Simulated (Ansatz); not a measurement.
# SiC: a tetragonal deformation path

One table from this session's results is given with a row withheld; the runs are named, their logs left out.

The COD entry's cell or inner coordinates are ideal or old and differ from later refinements, so a difference from it is no clean test against experiment.

Computed with Ansatz 0.2.0 (DFT PBEsol, scalar-relativistic, plane waves, PAW, unless a step's input says otherwise).

### The system as given

It takes space group F-43m (No. 216, cubic). Conventional cell: a = 4.348 Å, b = 4.348 Å, c = 4.348 Å, α = 90.00°, β = 90.00°, γ = 90.00°. Around Si (site symmetry -43m) lie 4 C at 1.88 Å. C (site symmetry -43m) has 4 Si at 1.88 Å as nearest neighbours.

Coordinates:

```cif
data_structure
_symmetry_space_group_name_H-M 'P 1'
_symmetry_Int_Tables_number 1
_cell_length_a 3.0745
_cell_length_b 3.0745
_cell_length_c 3.0745
_cell_angle_alpha 60.000
_cell_angle_beta 60.000
_cell_angle_gamma 60.000
_cell_volume 20.55
loop_
_atom_site_label
_atom_site_type_symbol
_atom_site_fract_x
_atom_site_fract_y
_atom_site_fract_z
_atom_site_occupancy
Si1 Si 0.00000 0.00000 0.00000 1
C1 C 0.75000 0.75000 0.75000 1
```

No relaxation comes first: the listed cell is the starting point.

Set-up of the first run:

At fixed volume and fractional coordinates, lengths along (0.000, 0.000, 1.000) are scaled against those across it; ρ is that ratio over its starting value.

input.yaml reads:

```yaml
crystal:
  lattice:
    - [0.0, 2.4403553397, 1.7253312252]
    - [2.4403553397, 0.0, 1.7253312252]
    - [2.4403553397, 2.4403553397, 0.0]
  atoms:
    - { symbol: Si, position: [0.0, 0.0, 0.0] }
    - { symbol: C, position: [0.75, 0.75, 0.75] }
basis:
  ecutwfc: 420
kpoints:
  mp_grid: { grid: [12, 12, 12] }
hamiltonian:
  xc: pbesol
scf:
  occupations: { method: gaussian, width: 0.05 }
output:
  forces: true
  stress: true
  eigenvalues: true
```

The run is started by

```sh
$ ansatz run input.yaml --threads 1 --pin off --max-ram 1228MiB --backend cpu --events-out ev --progress --plain --runs-dir out
```

Among the steps run: At ρ = 0.707; ρ = 1.414; ρ = 0.850; At ρ = 1.200; Point ρ = 0.780; Point ρ = 1.300; ρ = 0.920; At ρ = 1.100; At ρ = 0.650; ρ = 1.500; ρ = 0.960; Point ρ = 1.050.

One of the session's tables, all rows but one given; the rest of the session is left out.

Collected from the runs (energy zero: the undisturbed cell):

```
    ρ  ΔE (meV/atom)  pressure (GPa)  gap on the mesh (eV)
0.650          586.7           -11.9                  0.00
0.707          415.6            -8.1                  0.00
0.780          236.9            -3.9                  0.00
0.850          112.8            -0.9                  0.00
0.920           33.2             0.8                  0.44
0.960            8.5             1.2                  0.82
1.000            0.0             1.4                  1.24
1.050           13.8             1.2                  0.98
1.100           56.0             0.8                  0.71
1.200              ?               ?                     ?
1.300          517.9            -1.7                  0.00
1.414          955.3            -2.0                  0.00
1.500         1279.9            -1.3                  0.00
```

Estimate the missing values for ρ = 1.200.

Worked estimate for «ΔE (meV/atom)». A straight line through the neighbours (1.100, 56.0) and (1.300, 517.9) gives 56.0 + (517.9 − 56.0) × (1.200 − 1.100) / (1.300 − 1.100) = 286.9; a parabola fitted to 4 rows on both sides gives 237.2.

**Answer.** ΔE (meV/atom): 229.1; pressure (GPa): -0.5; gap on the mesh (eV): 0.16. In «ΔE (meV/atom)» the line misses by +57.8 and the parabola by +8.1.

Where the gap reads zero, the mesh chosen for the insulator is on the coarse side.
